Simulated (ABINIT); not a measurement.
# Cu (P-1) in ABINIT: reference runs

Reference runs on Cu: the cell as given.

All numbers are computed with ABINIT 10.8.3 (patched build); they aren't measurements. Logs are shortened: lines on timing, memory, paths and dates and some standing lists are left out, and cuts for length are marked. The log counts tension as positive stress, the text compression.

## 1. The crystal as given

The typed cell holds 1 atom: a = 2.565 Å, b = 2.598 Å, c = 2.506 Å, α = 59.95°, β = 60.31°, γ = 59.68°.

## 2. Single point, PBE

run.abi

```
# Pseudopotentials
pp_dirpath "./"
pseudos "Cu.GGA_PBE-JTH.xml"

# Structure
structure "poscar:POSCAR"
natom 1
chkprim 0
chksymtnons 0
tolsym 1.0e-6

# Plane-wave basis
ecut 26.0
pawecutdg 48.0
pawxcdev 0

# k points
kptopt 1
ngkpt 13 12 13
nshiftk 1
shiftk 0.0 0.0 0.0

# Exchange and correlation
ixc 11

# Bands and occupations
nband 14
occopt 3
tsmear 0.05 eV

# SCF cycle
nstep 100
tolvrs 1.0e-9

# Output
iomode 3
prtwf 0
prtden 0
prteig 0
prtebands 0
enunit 2
```

POSCAR

```
Cu
1.0
   -0.0044255800      1.7884307700      1.8385346600
    1.8229069400     -0.0174867600      1.8515958300
    1.7828182100      1.7614032200      0.0226019700
Cu
1
Direct
    0.0000000000      0.0000000000      0.0000000000  Cu
```

Potentials or basis: JTH PAW PBE v2.0.

The run is started by

```
abinit run.abi > log 2>&1
```

run.abo:

```text
.Version 10.8.3 of ABINIT
 Symmetries : space group P-1 (#  2); Bravais aP (primitive triclinic)
================================================================================
 Values of the parameters that define the memory need of the present run
     intxc =       0    ionmov =       0      iscf =      17    lmnmax =      18
     lnmax =       6     mgfft =      24  mpssoang =       3    mqgrid =    3001
     natom =       1  nloc_mem =       2    nspden =       1   nspinor =       1
    nsppol =       1      nsym =       2    n1xccc =       1    ntypat =       1
    occopt =       3   xclevel =       2
       mpw =         527          nfft =       13824          nkpt =        1015
 PAW method is used; the additional fine FFT grid is defined by:
   mgfftf=        32    nfftf =     30720
================================================================================
================================================================================

--------------------------------------------------------------------------------
------------- Echo of variables that govern the present computation ------------
--------------------------------------------------------------------------------
 -outvars: echo values of preprocessed input variables --------
            acell      1.0000000000E+00  1.0000000000E+00  1.0000000000E+00 Bohr
              amu      6.35460000E+01
          chkprim           0
      chksymtnons           0
             ecut      2.60000000E+01 Hartree
           enunit           2
                       outvar_i_n : Printing only first  50 k-points.
              ixc          11
                       outvar_i_n : Printing only first  50 k-points.
         kptrlatt       13    0    0      0   12    0      0    0   13
          kptrlen      5.89232599E+01
            natom           1
            nband          14
            ngfft          24      24      24
          ngfftdg          32      32      30
             nkpt        1015
            nstep         100
             nsym           2
           ntypat           1
                       prtocc : prtvol=0, do not print more k-points.
           occopt           3
        pawecutdg      4.80000000E+01 Hartree
         pawxcdev           0
           prtden           0
        prtebands           0
           prteig           0
            prtwf           0
            rprim     -8.3631341483E-03  3.3796443504E+00  3.4743269804E+00
                       3.4447948696E+00 -3.3045187229E-02  3.4990090146E+00
                       3.3690381492E+00  3.3285696831E+00  4.2711533206E-02
          spgroup           2
           tolsym      1.00000000E-06
           tolvrs      1.00000000E-09
           tsmear      1.83746611E-03 Hartree
            typat      1
           useylm           1
                       outvars : Printing only first  50 k-points.
            znucl       29.00000

================================================================================

[... 119 lines left out ...]
       0.000000000000      0.000000000000      0.000000000000
 rms dE/dt=  0.0000E+00; max dE/dt=  0.0000E+00; dE/dt below (all hartree)
    1       0.000000000000      0.000000000000      0.000000000000

 cartesian coordinates (angstrom) at end:
    1      0.00000000000000     0.00000000000000     0.00000000000000

 cartesian forces (hartree/bohr) at end:
    1     -0.00000000000000    -0.00000000000000    -0.00000000000000
 frms,max,avg= 0.0000000E+00 0.0000000E+00   0.000E+00  0.000E+00  0.000E+00 h/b

 cartesian forces (eV/Angstrom) at end:
    1     -0.00000000000000    -0.00000000000000    -0.00000000000000
 frms,max,avg= 0.0000000E+00 0.0000000E+00   0.000E+00  0.000E+00  0.000E+00 e/A
 length scales=  1.000000000000  1.000000000000  1.000000000000 bohr
              =  0.529177210544  0.529177210544  0.529177210544 angstroms
 Fermi (or HOMO) energy (hartree) =   0.26159   Average Vxc (hartree)=  -0.44133
 Eigenvalues (hartree) for nkpt=1015  k points:
 kpt#   1, nband= 14, wtk=  0.00049, kpt=  0.0000  0.0000  0.0000 (reduced coord)
  -3.87716   -2.30854   -2.30839   -2.30797   -0.08422    0.14722    0.15009    0.15520
   0.17943    0.18376    1.09507    1.16776    1.18738    1.22735
      occupation numbers for kpt#   1
   2.00000    2.00000    2.00000    2.00000    2.00000    2.00000    2.00000    2.00000
   2.00000    2.00000    0.00000    0.00000    0.00000    0.00000
 prteigrs : prtvol=0 or 1, do not print more k-points.

 Fermi (or HOMO) energy (eV) =   7.11835   Average Vxc (eV)= -12.00911
 Eigenvalues (   eV  ) for nkpt=1015  k points:
 kpt#   1, nband= 14, wtk=  0.00049, kpt=  0.0000  0.0000  0.0000 (reduced coord)
-105.50300  -62.81870  -62.81444  -62.80312   -2.29175    4.00593    4.08426    4.22309
   4.88260    5.00029   29.79840   31.77626   32.31035   33.39796
 prteigrs : prtvol=0 or 1, do not print more k-points.

--- !EnergyTerms
iteration_state     : {dtset: 1, }
comment             : Components of total free energy in Hartree
kinetic             :  1.09661129413761E+01
hartree             :  4.12651482150084E+01
xc                  : -2.74281731414836E+00
Ewald energy        : -1.21146592733510E+02
psp_core            :  8.87494964926436E+00
local_psp           : -1.02927277990725E+02
PAW spherical_terms : -3.22532760217059E+01
internal            : -1.97963753254441E+02
'-kT*entropy'       : -5.85270518882899E-05
total_energy        : -1.97963811781493E+02
total_energy_eV     : -5.38686974511288E+03
...

--- !EnergyTermsDC
iteration_state     : {dtset: 1, }
comment             : '"Double-counting" decomposition of free energy'
band_energy         : -1.99605425126501E+01
Ewald energy        : -1.21146592733510E+02
psp_core            :  8.87494964926436E+00
xc_dc               : -4.04677002076169E+01
PAW spherical_terms : -2.52638666530626E+01
internal            : -1.97963752457575E+02
'-kT*entropy'       : -5.85270518882899E-05
total_energy_dc     : -1.97963810984627E+02
total_energy_dc_eV  : -5.38686972342907E+03
...

--- !EnergyTermsWithPAWCore
iteration_state     : {dtset: 1, }
comment             : 'Components of total free energy, including PAW core contributions'
Total energy        : -1.65498700392109E+03
Total energy DC     : -1.65498700312423E+03
Total energy (eV)   : -4.50344905957757E+04
Total energy DC (eV): -4.50344905740919E+04
...

 Cartesian components of stress tensor (hartree/bohr^3)
  sigma(1 1)= -7.51757527E-05  sigma(3 2)=  3.23557865E-05
  sigma(2 2)= -8.82935969E-05  sigma(3 1)=  3.40256342E-05
  sigma(3 3)= -2.45967547E-05  sigma(2 1)= -7.35189546E-05

-Cartesian components of stress tensor (GPa)         [Pressure=  1.8444E+00 GPa]
- sigma(1 1)= -2.21174700E+00  sigma(3 2)=  9.51940104E-01
- sigma(2 2)= -2.59768730E+00  sigma(3 1)=  1.00106872E+00
- sigma(3 3)= -7.23661507E-01  sigma(2 1)= -2.16300232E+00

== END DATASET(S) ==============================================================
================================================================================

 -outvars: echo values of variables after computation  --------
            acell      1.0000000000E+00  1.0000000000E+00  1.0000000000E+00 Bohr
           etotal     -1.9796381098E+02
            fcart     -0.0000000000E+00 -0.0000000000E+00 -0.0000000000E+00
            rprim     -8.3631341483E-03  3.3796443504E+00  3.4743269804E+00
                       3.4447948696E+00 -3.3045187229E-02  3.4990090146E+00
                       3.3690381492E+00  3.3285696831E+00  4.2711533206E-02
           strten     -7.5175752669E-05 -8.8293596850E-05 -2.4596754679E-05
                       3.2355786500E-05  3.4025634204E-05 -7.3518954598E-05
 Calculation completed.
```

Wall time 5.2 min (1 thread of Arm Neoverse V1, shared host); peak memory 0.34 GiB.

Results:

```yaml
Free_energy: -5386.8697 eV
Pressure: 1.8 GPa
Band_gap_on_the_k_mesh: none (metal or under the smearing width)
Valence_electrons_inside_the_program's_atomic_spheres: Cu 17.37 (radii [1.0588] Å)
```

## 3. Single point, PBE

run.py

```python
import json, os
import numpy as np
from ase.units import GPa
from ase.calculators.abinit import Abinit, AbinitProfile
from ase.io import read

atoms = read('Cu.cif')

profile = AbinitProfile(command='abinit', pp_paths=[os.path.abspath('pseudos')])
params = dict(
    pps='pawxml', xc='PBE',
    chksymtnons=0,
    tolsym=1e-06,
    ecut=707.496,
    pawecutdg=1306.1465,
    pawxcdev=0,
    kptopt=1,
    ngkpt=[13, 12, 13],
    nshiftk=1,
    shiftk=[0.0, 0.0, 0.0],
    ixc=11,
    nband=14,
    occopt=3,
    tsmear=0.05,
    nstep=100,
    tolvrs=1e-09,
    prtwf=0,
    prtden=0,
)

atoms.calc = Abinit(profile=profile, directory='run', **params)
energy = atoms.get_potential_energy()
forces = atoms.get_forces()
stress = atoms.get_stress()
print(f'energy {energy:.6f} eV')
print('forces (eV/A)')
print(np.round(forces, 5))
print('stress (GPa, Voigt, tension positive)', np.round(stress / GPa, 4))
json.dump(dict(energy=energy, forces=forces.tolist(), stress=stress.tolist(), cell=atoms.cell.tolist(), frac=atoms.get_scaled_positions(wrap=False).tolist()), open('results.json', 'w'))
```

Cu.cif

```cif
data_Cu
_cell_length_a 2.56490037
_cell_length_b 2.59840386
_cell_length_c 2.50629067
_cell_angle_alpha 59.95140244
_cell_angle_beta 60.31218184
_cell_angle_gamma 59.67626615
_space_group_name_H-M_alt 'P1'
_space_group_name_Hall 'P 1'
_space_group_IT_number 1
loop_
_space_group_symop_operation_xyz
'x,y,z'
loop_
_atom_site_label
_atom_site_type_symbol
_atom_site_symmetry_multiplicity
_atom_site_Wyckoff_symbol
_atom_site_fract_x
_atom_site_fract_y
_atom_site_fract_z
_atom_site_occupancy
Cu1 Cu 1 a 0.0000000000 0.0000000000 0.0000000000 1
```

Potentials or basis: JTH PAW PBE v2.0.

The run is started by

```
python run.py
```

The log of the run:

```text
energy -5386.869748 eV
forces (eV/A)
[[-0. -0. -0.]]
stress (GPa, Voigt, tension positive) [-0.6805 -0.2292 -4.6234 -0.5295 -1.1956 -0.1144]
```

abinit.in:

```text
chksymtnons 0
ecut 707.496 eV
ixc 11
kptopt 1
natom 1
nband 14
ngkpt
13 12 13
nshiftk 1
nsppol 1
nstep 100
occopt 3
pawecutdg 1306.1465 eV
pawxcdev 0
prtden 0
prtwf 0
shiftk
0.0 0.0 0.0
tolsym 1e-06
tolvrs 1e-09
tsmear 0.05 eV
#Definition of the unit cell
acell
1.00000000000000 1.00000000000000 1.00000000000000 Angstrom
rprim
2.56490037000000 0.00000000000000 0.00000000000000
1.31189572571258 2.24290709226218 0.00000000000000
1.24130054187119 0.72785149992344 2.05204729022958
chkprim 0 # Allow non-primitive cells
#Definition of the atom types
ntypat 1
znucl 29
#Enumerate different atomic species
typat
 1
pseudos "./pseudos/Cu.GGA_PBE-JTH.xml"
#Definition of the atoms
xcart
0.00000000000000 0.00000000000000 0.00000000000000
chkexit 1 # abinit.exit file in the running directory terminates after the current SCF
```

abinit.abo:

```text
.Version 10.8.3 of ABINIT
 Symmetries : space group P-1 (#  2); Bravais aP (primitive triclinic)
================================================================================
 Values of the parameters that define the memory need of the present run
     intxc =       0    ionmov =       0      iscf =      17    lmnmax =      18
     lnmax =       6     mgfft =      24  mpssoang =       3    mqgrid =    3001
     natom =       1  nloc_mem =       2    nspden =       1   nspinor =       1
    nsppol =       1      nsym =       2    n1xccc =       1    ntypat =       1
    occopt =       3   xclevel =       2
       mpw =         527          nfft =       13824          nkpt =        1015
 PAW method is used; the additional fine FFT grid is defined by:
   mgfftf=        32    nfftf =     30720
[... 235 lines left out ...]
-Cartesian components of stress tensor (GPa)         [Pressure=  1.8444E+00 GPa]
- sigma(1 1)= -6.80491407E-01  sigma(3 2)= -5.29512638E-01
- sigma(2 2)= -2.29218239E-01  sigma(3 1)= -1.19563527E+00
- sigma(3 3)= -4.62338178E+00  sigma(2 1)= -1.14369941E-01

== END DATASET(S) ==============================================================
================================================================================

 -outvars: echo values of variables after computation  --------
            acell      1.8897261259E+00  1.8897261259E+00  1.8897261259E+00 Bohr
           etotal     -1.9796381098E+02
            fcart     -0.0000000000E+00 -0.0000000000E+00 -0.0000000000E+00
            rprim      2.5649003700E+00  0.0000000000E+00  0.0000000000E+00
                       1.3118957257E+00  2.2429070923E+00  0.0000000000E+00
                       1.2413005419E+00  7.2785149992E-01  2.0520472902E+00
           strten     -2.3129432822E-05 -7.7909695886E-06 -1.5714555248E-04
                      -1.7997768743E-05 -4.0638816869E-05 -3.8873552923E-06
 Calculation completed.
```

Wall time 5.2 min (1 thread of Arm Neoverse V1, shared host); peak memory 0.34 GiB.

Results:

```yaml
Free_energy: -5386.8697 eV
Pressure: 1.8 GPa
Band_gap_on_the_k_mesh: none (metal or under the smearing width)
Valence_electrons_inside_the_program's_atomic_spheres: Cu 17.37 (radii [1.0588] Å)
```
